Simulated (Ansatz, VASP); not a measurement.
## One calculation of Pd, two programs

```
CELL_PARAMETERS angstrom
0.00000 1.94650 1.94650
1.94650 0.00000 1.94650
1.94650 1.94650 0.00000
ATOMIC_POSITIONS crystal
Pd 0.00000 0.00000 0.00000
```

Alike in both runs: functional LDA; k mesh 9 × 9 × 9; occupations gaussian, width 0.01 eV; non-collinear spin.

|  | VASP | Ansatz |
| --- | --- | --- |
| version | VASP 6.6.1 | Ansatz 0.2.0 |
| potentials or method | VASP PAW LDA potentials, release 64 (Pd), cutoff 520 eV | all-electron LAPW, scalar-relativistic |
| task | single point | band structure |

```tsv
	VASP	Ansatz	Ansatz less VASP
gap on the k mesh at the Fermi level (eV)	none	none	-
pressure (GPa)	-8.7	-9.0	-0.24
net moment per atom (μB)	0.02	0.02	-0.003
```

A gap of «none» marks a metal or a gap that the smearing closes. Ansatz ran all-electron here, so the differences hold the error of VASP's frozen core and of both bases.

Caveats: the k mesh is thin for a metal, which can move the energy by tens of meV per atom (Ansatz); the starting moments weren't kept (Ansatz).
